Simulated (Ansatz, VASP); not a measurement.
**NaH in VASP and in Ansatz**

POSCAR

```
NaH
1.0
    3.1028802000      0.0000000000      0.0000000000
    0.0000000000      3.1028802000      0.0000000000
    0.0000000000      0.0000000000      2.8073678000
Na H
1 1
Direct
    0.0000000000      0.0000000000      0.0000000000
    0.5000000000      0.5000000000      0.5000000000
```

INCAR.step1

```
PREC     = Accurate       # precision mode
ENCUT    = 520            # plane-wave cutoff, eV
ISMEAR   = 0              # smearing method
SIGMA    = 0.05           # smearing width, eV
LREAL    = F              # projectors in reciprocal space
LASPH    = T              # aspherical terms in the spheres
NELM     = 80             # most SCF steps
NBANDS   = 11             # bands
GGA      = PE             # functional
ALGO     = Normal         # electronic algorithm
EDIFF    = 1E-4           # SCF threshold, eV
LWAVE    = T              # write WAVECAR
LCHARG   = F              # write CHGCAR
```

Contents of INCAR.step2:

```
PREC     = Accurate       # precision mode
ENCUT    = 520            # plane-wave cutoff, eV
EDIFF    = 1E-7           # SCF threshold, eV
ISMEAR   = 0              # smearing method
SIGMA    = 0.05           # smearing width, eV
LREAL    = F              # projectors in reciprocal space
LASPH    = T              # aspherical terms in the spheres
NELM     = 80             # most SCF steps
ALGO     = Normal         # electronic algorithm
ISIF     = 2              # what is computed and relaxed
LWAVE    = F              # write WAVECAR
LCHARG   = T              # write CHGCAR
METAGGA  = R2SCAN         # meta-GGA
LMIXTAU  = T            
LELF     = T              # ELF
LVHAR    = T            
NBANDS   = 11             # bands
ISTART   = 1
```

The input KPOINTS:

```
regular mesh
0
Gamma
  10 10 10
```

Input for Ansatz:

```yaml
crystal:
  lattice:
    - [3.1028802, 0.0, 0.0]
    - [0.0, 3.1028802, 0.0]
    - [0.0, 0.0, 2.8073678]
  atoms:
    - { symbol: Na, position: [0.0, 0.0, 0.0] }
    - { symbol: H, position: [0.5, 0.5, 0.5] }
basis:
  ecutwfc: 500
kpoints:
  mp_grid: { grid: [10, 10, 10] }
hamiltonian:
  xc: r2scan
scf:
  occupations: { method: gaussian, width: 0.05 }
output:
  forces: true
  stress: true
  eigenvalues: true
```

Change from the starting cell: strain +0.050 along x and y, -0.050 along z, atoms carried along.

Alike in both runs: task single point; functional r2SCAN; k mesh 10 × 10 × 10; occupations gaussian, width 0.05 eV; no spin polarisation.

|  | VASP | Ansatz |
| --- | --- | --- |
| version | VASP 6.6.1 | Ansatz 0.2.0 |
| potentials or method | VASP PAW PBE potentials, release 64 (Na_pv, H) | scalar-relativistic, plane waves, PAW |
| plane-wave cutoff (eV) | 520 | 500 |
| valence electrons in the cell | 8 | 10 |

Ansatz gave:

| Item | Value |
| --- | --- |
| gap on the k mesh at the Fermi level (eV) | 1.20 |
| least direct gap on the mesh (eV) | 4.83 |
| pressure (GPa) | -1.4 |
| largest component of the traceless stress (GPa) | 7.36 |

**Question.** What did VASP give for the same quantities?

**Answer.** gap on the k mesh at the Fermi level (eV): 1.21; least direct gap on the mesh (eV): 4.84; pressure (GPa): -1.6; largest component of the traceless stress (GPa): 7.24.

The two sets of potentials don't hold the same shells in valence.

Caveats: the PAW data sets were made with another functional, which shifts forces and pressure a little (VASP). A k mesh can miss the band edges.
